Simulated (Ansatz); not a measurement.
# Cu2O: the cost of one run

Method: DFT PBE, scalar-relativistic, plane waves, PAW, in Ansatz 0.2.0.

The COD entry's cell or inner coordinates are ideal or old and differ from later refinements, so a difference from it is no clean test against experiment.

4 further runs of the same task are left out: 1 that didn't finish, 3 set aside as unsound or not needed.

## 1. Starting point

Symmetry: Pn-3m, No. 224, cubic system. Conventional cell: a = 4.298 Å, b = 4.298 Å, c = 4.298 Å, α = 90.00°, β = 90.00°, γ = 90.00°. Cu (site symmetry -3m) is surrounded by 2 O at 1.86 Å. O (site symmetry -43m) is surrounded by 4 Cu at 1.86 Å.

As a file:

```cif
data_structure
_symmetry_space_group_name_H-M 'P 1'
_symmetry_Int_Tables_number 1
_cell_length_a 4.2982
_cell_length_b 4.2982
_cell_length_c 8.5965
_cell_angle_alpha 90.000
_cell_angle_beta 90.000
_cell_angle_gamma 90.000
_cell_volume 158.82
loop_
_atom_site_label
_atom_site_type_symbol
_atom_site_fract_x
_atom_site_fract_y
_atom_site_fract_z
_atom_site_occupancy
Cu1 Cu 0.25000 0.25000 0.12500 1
Cu2 Cu 0.25000 0.25000 0.62500 1
Cu3 Cu 0.25000 0.75000 0.37500 1
Cu4 Cu 0.25000 0.75000 0.87500 1
Cu5 Cu 0.75000 0.75000 0.12500 1
Cu6 Cu 0.75000 0.75000 0.62500 1
Cu7 Cu 0.75000 0.25000 0.37500 1
Cu8 Cu 0.75000 0.25000 0.87500 1
O1 O 0.00000 0.00000 0.50000 1
O2 O 0.00000 0.00000 0.00000 1
O3 O 0.50000 0.50000 0.25000 1
O4 O 0.50000 0.50000 0.75000 1
```

It is built from the cell relaxed beforehand with the same method (13.23 Å³/atom).

## 2. The reference: the undisturbed cell on the scan's mesh

Contents of input.yaml:

```yaml
crystal:
  lattice:
    - [4.2982410438, 0.0, 0.0]
    - [0.0, 4.2982410438, 0.0]
    - [0.0, 0.0, 8.5964820875]
  atoms:
    - { symbol: Cu, position: [0.25, 0.25, 0.125] }
    - { symbol: Cu, position: [0.25, 0.25, 0.625] }
    - { symbol: Cu, position: [0.25, 0.75, 0.375] }
    - { symbol: Cu, position: [0.25, 0.75, 0.875] }
    - { symbol: Cu, position: [0.75, 0.75, 0.125] }
    - { symbol: Cu, position: [0.75, 0.75, 0.625] }
    - { symbol: Cu, position: [0.75, 0.25, 0.375] }
    - { symbol: Cu, position: [0.75, 0.25, 0.875] }
    - { symbol: O, position: [0.0, 0.0, 0.5] }
    - { symbol: O, position: [0.0, 0.0, 0.0] }
    - { symbol: O, position: [0.5, 0.5, 0.25] }
    - { symbol: O, position: [0.5, 0.5, 0.75] }
basis:
  ecutwfc: 420
kpoints:
  mp_grid: { grid: [6, 6, 4] }
hamiltonian:
  xc: pbe
scf:
  occupations: { method: gaussian, width: 0.05 }
output:
  forces: true
  stress: true
  eigenvalues: true
```

The run is started by

```
$ ansatz run input.yaml --threads 2 --pin off --max-ram 5120MiB --backend cpu --events-out ev --progress --plain --runs-dir out
```

**Question.** How long does this run take on 2 threads of Intel Xeon 6975P-C (Granite Rapids), shared host, and how much memory does it need?

About 7 s, with a peak of 0.75 GiB.
